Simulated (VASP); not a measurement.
Set up this calculation in VASP 6.6.1, as the native input.

| Item | Value |
| --- | --- |
| Task | band structure |
| Functional | PBE |
| Potentials or basis | VASP PAW PBE potentials, release 64 (Cu_GW) |
| Cutoff | 550 eV |
| k mesh | 13 × 13 × 13 |
| Occupations | fermi-dirac, width 0.05 eV |
| Spin | no spin polarisation |
| Further INCAR settings | ALGO = Normal; EDIFF = 1e-06 |

The structure of Cu lies in POSCAR:

```
Cu
1.0
    0.0000000000      1.8075000000      1.8075000000
    1.8075000000      0.0000000000      1.8075000000
    1.8075000000      1.8075000000      0.0000000000
Cu
1
Direct
    0.0000000000      0.0000000000      0.0000000000
```

These files were run (other wordings do the same):

INCAR

```
ALGO = Normal
EDIFF = 1E-6
ENCUT = 550
GGA = PE
ISIF = 2
ISMEAR = -1
LASPH = T
LCHARG = F
LMAXMIX = 4
LREAL = F
LWAVE = F
NELM = 80
PREC = Accurate
SIGMA = 0.05
```

KPOINTS

```
k-points
0
Gamma
  13 13 13
```

KPOINTS_OPT

```
path GXWKGLUWLK,UX
15
line-mode
reciprocal
 0.0000000000  0.0000000000  0.0000000000  G
 0.5000000000  0.0000000000  0.5000000000  X

 0.5000000000  0.0000000000  0.5000000000  X
 0.5000000000  0.2500000000  0.7500000000  W

 0.5000000000  0.2500000000  0.7500000000  W
 0.3750000000  0.3750000000  0.7500000000  K

 0.3750000000  0.3750000000  0.7500000000  K
 0.0000000000  0.0000000000  0.0000000000  G

 0.0000000000  0.0000000000  0.0000000000  G
 0.5000000000  0.5000000000  0.5000000000  L

 0.5000000000  0.5000000000  0.5000000000  L
 0.6250000000  0.2500000000  0.6250000000  U

 0.6250000000  0.2500000000  0.6250000000  U
 0.5000000000  0.2500000000  0.7500000000  W

 0.5000000000  0.2500000000  0.7500000000  W
 0.5000000000  0.5000000000  0.5000000000  L

 0.5000000000  0.5000000000  0.5000000000  L
 0.3750000000  0.3750000000  0.7500000000  K

 0.6250000000  0.2500000000  0.6250000000  U
 0.5000000000  0.0000000000  0.5000000000  X
```

Potentials or basis: VASP PAW PBE potentials, release 64 (Cu_GW).

Run with:

```console
$ cat potpaw_PBE.64/Cu_GW/POTCAR > POTCAR
$ mpirun -np 1 vasp_std > vasp.out
```

Results of the run:

| Property | Result |
| --- | --- |
| Pressure | 0.4 GPa |
| Band gap along the path | none (metal or under the smearing width) |

It took 12 s on 1 thread of AMD EPYC 9R45 96-Core Processor (Zen 5) (shared host), peak memory 0.11 GiB.
